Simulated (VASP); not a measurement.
W8S15 (a cell with a defect), 23 atoms in the cell. The cell holds a defect, 23 atoms: a = 6.306 Å, b = 6.306 Å, c = 12.323 Å, α = 90.00°, β = 90.00°, γ = 120.00°. 

* Program: VASP 6.6.1
* Task: single point
* Functional: PBEsol
* Potentials or basis: VASP PAW PBE potentials, release 64 (W_sv, S)
* Cutoff: 350 eV
* k mesh: 3 × 3 × 2
* Occupations: gaussian, width 0.03 eV
* Spin: collinear spin, ferromagnetic start
* Starting moments: [0.0, 0.0, 0.0, 0.0, 0.33, 0.33, 0.33, 0.0, 0.0, 0.0, 0.0, 0.0, 0.0, 0.0, 0.0, 0.0, 0.0, 0.0, 0.0, 0.0, 0.0, 0.0, 0.0] μB
* Dq: -1
* Further INCAR settings: LREAL = Auto; ALGO = All; EDIFF = 1e-05; ISYM = 0; NELECT = 203.0

Potentials or basis: VASP PAW PBE potentials, release 64 (W_sv, S).

The run is started by

```console
$ cat potpaw_PBE.64/W_sv/POTCAR potpaw_PBE.64/S/POTCAR > POTCAR
$ mpirun -np 1 vasp_std > vasp.out
```

Hardware: 1 thread of Intel(R) Xeon(R) Platinum 8488C (Sapphire Rapids), with other jobs on the host.

**Question.** Estimate the wall time of this run.

**Answer.** Run time: 22 min on 1 thread of Intel(R) Xeon(R) Platinum 8488C (Sapphire Rapids), on a shared host, peak memory 1.1 GiB. Counts: scf iterations 30, k points 10.
